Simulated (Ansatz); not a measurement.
MoTe2 in the 2H-MoS2-type structure at its r2SCAN+rVV10 geometry, run in Ansatz 0.2.0 at 4 levels of theory. (Simulation; no magnetic order is allowed.)

The LDA input:
```yaml
crystal:
  lattice:
    - [3.5421311195, 0.0, 0.0]
    - [-1.7710655598, 3.067575533, 0.0]
    - [0.0, 0.0, 14.1766720015]
  atoms:
    - { symbol: Mo, position: [0.3333333333, 0.6666666667, 0.25] }
    - { symbol: Mo, position: [0.6666666667, 0.3333333333, 0.75] }
    - { symbol: Te, position: [0.6666666667, 0.3333333333, 0.3765845055] }
    - { symbol: Te, position: [0.6666666667, 0.3333333333, 0.1234154945] }
    - { symbol: Te, position: [0.3333333333, 0.6666666667, 0.8765845055] }
    - { symbol: Te, position: [0.3333333333, 0.6666666667, 0.6234154945] }
kpoints:
  mp_grid: { grid: [12, 12, 2] }
  band_path:
    path:
      - [0.0, 0.0, 0.0]
      - [0.5, 0.0, 0.0]
      - [0.3333333333, 0.3333333333, 0.0]
      - [0.0, 0.0, 0.5]
      - [0.5, 0.0, 0.5]
      - [0.3333333333, 0.3333333333, 0.5]
      - [0.195312, 0.197917, 0.0]
    npoints: 1
hamiltonian:
  xc: lda
scf:
  occupations: { method: fixed }
  n_extra_bands: 5
output:
  forces: true
  stress: true
  eigenvalues: true
  write_density: true
  write_potential: true
  elf: true
  volumetric_format: npy
```

Main results, then, where recorded, the levels near the gap in eV from the Fermi energy (columns number the bands from 0), one row a point of the path (Γ, M, K, A, L, H, K–Γ (0.41)):
```
Crystal: 6 atoms, lattice volume = 154.040 Å³
Symmetry: 24 space group operations
Space group: P63/mmc (ITA 194)
```
```
Basis set: ecut = 420 eV, 2981 PW (Γ)
k-points: 38 of 288
SCF converged after 7 iterations
Free energy (F): -36996.158205 eV
Fermi energy:    11.668983 eV
--- Forces (eV/Å), atoms counted from 1 ---
  atom   1  Mo      0.00000      0.00000      0.00000
  atom   2  Mo      0.00000      0.00000      0.00000
  atom   3  Te      0.00000      0.00000    -0.28149
  atom   4  Te      0.00000      0.00000      0.28149
  atom   5  Te      0.00000      0.00000    -0.28149
  atom   6  Te      0.00000      0.00000      0.28149
--- Stress (GPa, compression-positive) ---
       -4.065454       0.000000       0.000000
        0.000000      -4.065454       0.000000
        0.000000       0.000000      -3.338239
  P = ⅓ Tr σ = -3.8230 GPa (-38.230 kbar)
```
```tsv
band_41	band_42	band_43	band_44	band_45	band_46	band_47	band_48
-1.039	-1.039	-0.959	-0.396	0.000	2.845	2.845	2.950
-1.733	-0.951	-0.903	-0.610	-0.379	1.217	1.267	1.435
-3.084	-1.795	-1.795	-0.290	-0.090	0.905	0.905	1.262
-1.054	-1.054	-1.054	-0.094	-0.094	2.878	2.878	2.878
-1.835	-0.913	-0.913	-0.496	-0.496	1.239	1.239	1.589
-2.732	-1.919	-1.919	-0.207	-0.207	0.909	0.909	1.676
-2.001	-1.162	-1.098	-0.709	-0.607	0.741	1.445	1.495
```

With LDA the valence top lies at Γ and the conduction bottom at K–Γ (0.41 of the way from K), 0.74 eV higher; the smallest vertical gap, at K, is 1.00 eV.

Q: Another run on the same cell gave
```
Basis set: ecut = 420 eV, 2981 PW (Γ)
k-points: 38 of 288
SCF converged after 9 iterations
Free energy (F): -37846.622427 eV
Fermi energy:    12.386280 eV
--- Forces (eV/Å), atoms counted from 1 ---
  atom   1  Mo      0.00000      0.00000      0.00000
  atom   2  Mo      0.00000      0.00000      0.00000
  atom   3  Te      0.00000      0.00000      0.21003
  atom   4  Te      0.00000      0.00000    -0.21003
  atom   5  Te      0.00000      0.00000      0.21003
  atom   6  Te      0.00000      0.00000    -0.21003
--- Stress (GPa, compression-positive) ---
        1.588310       0.000000       0.000000
        0.000000       1.588310       0.000000
        0.000000       0.000000       2.801013
  P = ⅓ Tr σ = 1.9925 GPa (19.925 kbar)
```
```tsv
band_82	band_83	band_84	band_85	band_86	band_87	band_88	band_89	band_90	band_91	band_92	band_93	band_94	band_95	band_96	band_97
-1.344	-1.344	-1.318	-1.318	-1.287	-1.287	-0.837	-0.837	-0.380	-0.380	2.132	2.132	2.236	2.236	2.408	2.408
-2.196	-2.196	-1.363	-1.363	-1.319	-1.319	-0.966	-0.966	-0.766	-0.766	0.822	0.822	0.870	0.870	1.068	1.068
-3.399	-3.399	-2.245	-2.245	-2.171	-2.171	-0.715	-0.715	-0.422	-0.422	0.508	0.508	0.538	0.538	0.894	0.894
-1.614	-1.614	-1.331	-1.331	-1.331	-1.331	-0.489	-0.489	-0.489	-0.489	2.167	2.167	2.167	2.167	2.539	2.539
-2.285	-2.285	-1.327	-1.327	-1.327	-1.327	-0.870	-0.870	-0.870	-0.870	0.843	0.843	0.843	0.843	1.217	1.217
-3.024	-3.024	-2.346	-2.346	-2.314	-2.314	-0.691	-0.691	-0.479	-0.479	0.511	0.511	0.547	0.547	1.270	1.270
-2.383	-2.383	-1.690	-1.690	-1.449	-1.449	-1.101	-1.101	-0.924	-0.924	0.378	0.378	1.050	1.050	1.112	1.112
```
Which level of theory and mesh gave it?

A: It is PBE+SOC, on 12×12×2; the blocks that differ from the first input, but for the band path:
```yaml
hamiltonian:
  xc: pbe
scf:
  occupations: { method: fermi_dirac, width: 0.02 }
  n_extra_bands: 10
magnetization:
  noncollinear: true
  spin_orbit: true
```
With PBE+SOC the valence top lies at Γ and the conduction bottom at K–Γ (0.41 of the way from K), 0.76 eV higher; the smallest vertical gap, at K, is 0.93 eV. The mean pressure at these positions is +1.99 GPa, compression counted positive.

Q: In the first input these blocks are replaced (the band path and keys that only write files left aside):
```yaml
hamiltonian:
  xc: r2scan
```
What comes out?

A:
```
Basis set: ecut = 500 eV, 3939 PW (Γ)
k-points: 38 of 288
SCF converged after 7 iterations
Free energy (F): -37916.276294 eV
Fermi energy:    11.885834 eV
--- Forces (eV/Å), atoms counted from 1 ---
  atom   1  Mo      0.00000      0.00000      0.00000
  atom   2  Mo      0.00000      0.00000      0.00000
  atom   3  Te      0.00000      0.00000    -0.03360
  atom   4  Te      0.00000      0.00000      0.03360
  atom   5  Te      0.00000      0.00000    -0.03360
  atom   6  Te      0.00000      0.00000      0.03360
--- Stress (GPa, compression-positive) ---
        1.201186       0.000000       0.000000
        0.000000       1.201186       0.000000
        0.000000       0.000000       1.093657
  P = ⅓ Tr σ = 1.1653 GPa (11.653 kbar)
```
```tsv
band_41	band_42	band_43	band_44	band_45	band_46	band_47	band_48
-1.125	-1.125	-0.967	-0.501	0.000	2.983	2.983	3.093
-1.893	-0.995	-0.947	-0.716	-0.481	1.320	1.373	1.581
-3.303	-1.957	-1.957	-0.258	-0.069	1.015	1.015	1.405
-1.140	-1.140	-1.140	-0.118	-0.118	3.019	3.019	3.019
-1.980	-0.958	-0.958	-0.599	-0.599	1.343	1.343	1.731
-2.935	-2.080	-2.080	-0.178	-0.178	1.019	1.019	1.813
-2.114	-1.301	-1.219	-0.738	-0.644	0.884	1.566	1.623
```
With r2SCAN the valence top lies at Γ and the conduction bottom at K–Γ (0.41 of the way from K), 0.88 eV higher; the smallest vertical gap, at K, is 1.08 eV. With the atoms held, the mean pressure is +1.17 GPa (compression positive).

DDH-PBE0. Against the first input these blocks differ (the band path and keys that only write files left aside):
```yaml
crystal:
  host: atoms
kpoints:
  mp_grid: { grid: [6, 6, 2] }
hamiltonian:
  xc:
    exchange: pbe
    correlation: pbe
    exx: { coeff: inverse_dielectric }
```

```
ε∞ on k-mesh 6×6×4 of a primitive cell: xx 19.7276, yy 19.7276, zz 9.6737; 3/Tr ε∞, of that cell with its empty space = 0.06106383147845485
Basis set: ecut = 420 eV, 2981 PW (Γ)
k-points: 14 of 72
hybrid outer 1: dexx = +5.909e-4 eV, tail = 1.06e-6 eV
hybrid outer 2: dexx = +4.538e-9 eV, tail = 7.87e-9 eV, Δε = 1.33e-4 eV, ΔF = 1.03e-4 eV/Å
hybrid SCF converged: 2 outer / 9 inner (+5 warm-up)
Free energy (F): -37837.675668 eV
Fermi energy:    11.825499 eV
--- Forces (eV/Å), atoms counted from 1 ---
  atom   1  Mo      0.00000      0.00000      0.00000
  atom   2  Mo      0.00000      0.00000      0.00000
  atom   3  Te      0.00000      0.00000      0.07645
  atom   4  Te      0.00000      0.00000    -0.07645
  atom   5  Te      0.00000      0.00000      0.07645
  atom   6  Te      0.00000      0.00000    -0.07645
--- Stress (GPa, compression-positive) ---
        0.653287       0.000000       0.000000
        0.000000       0.653287       0.000000
        0.000000       0.000000       1.783795
  P = ⅓ Tr σ = 1.0301 GPa (10.301 kbar)
```
```tsv
band_41	band_42	band_43	band_44	band_45	band_46	band_47	band_48
-1.074	-1.074	-0.994	-0.435	0.000	3.175	3.175	3.285
-1.817	-1.001	-0.948	-0.635	-0.400	1.506	1.560	1.756
-3.219	-1.881	-1.881	-0.273	-0.067	1.186	1.186	1.554
-1.089	-1.089	-1.089	-0.105	-0.105	3.211	3.211	3.211
-1.916	-0.961	-0.961	-0.518	-0.518	1.529	1.529	1.914
-2.850	-2.007	-2.007	-0.186	-0.186	1.191	1.191	1.974
-2.084	-1.228	-1.154	-0.734	-0.630	1.024	1.744	1.809
```

DDH-PBE0 gives an indirect gap of 1.02 eV, from Γ to K–Γ (0.41 of the way from K); the least direct gap is 1.25 eV at K. With the atoms held, the mean pressure is +1.0 GPa (compression positive). (The program warns that its thresholds are loose for a hybrid's stress.)

Small level splittings and stresses of the hybrids carry the error of their coarser meshes.

Totals of different functionals, or with and without spin-orbit coupling, can't be compared.

Only the levels marked +SOC include spin-orbit coupling.

The meshes of the hybrids are coarse, so their gaps aren't converged to the digits shown.
